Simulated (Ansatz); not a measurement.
Rows from a G0W0 calculation on WSe2 (layers cut from the bulk crystal) (Ansatz 0.2.0; G0W0 on PBEsol, plane waves, PAW; PAW set soft_1; 6×6×1 mesh, 204 empty bands, screening to 38 eV, PAW set soft_1 files), in eV. Spin-orbit coupling is left out.

```
row                      k  band   start       Σx  Σc at the solution      Vxc
  A                      Γ    v2  -5.826  -18.127               1.390  -16.960
  B  (0.167, 0.167, 0.000)    c1  -3.732  -13.289              -3.064  -17.130
  C  (0.167, 0.167, 0.000)    c2  -3.155  -13.525              -3.308  -17.689
  D                      Γ    v1  -4.857  -19.147               1.054  -18.493
  E  (0.167, 0.167, 0.000)    v1  -5.887  -19.508               1.597  -18.236
  F                      Γ    c1  -2.039  -13.976              -3.437  -18.361
```

Work out each quasiparticle level and how far it moved.

The quasiparticle equation reads E = start + Σx + Σc(E) − Vxc.

```
row  E (eV)  shift (eV)
  A  -5.604      +0.222
  B  -2.955      +0.777
  C  -2.300      +0.855
  D  -4.457      +0.400
  E  -5.563      +0.324
  F  -1.091      +0.948
```

The gap over the computed points goes from 1.12 eV to 1.50 eV.

Limits: not at the basis limit; coarse mesh for a sheet; no spin-orbit coupling.

[Paths, hosts, dates, memory and timing lines, banners, echoed tables and standing remarks are left out of the program output.]

[Logs are printed without paths, hosts, clocks, repeated set-up lines and the standing remarks that a program may print on its own settings, such as how far it seeks lower states.]

[Runs of the session that timed out or met a known fault of the program may be left out.]

[Cells called generated may have been cut or substituted from an entry of the Crystallography Open Database or the Materials Project.]

[Hosts, paths, dates, database ids (printed as entryN), source tags and the programs' standing remarks are cut or masked in the printed files.]
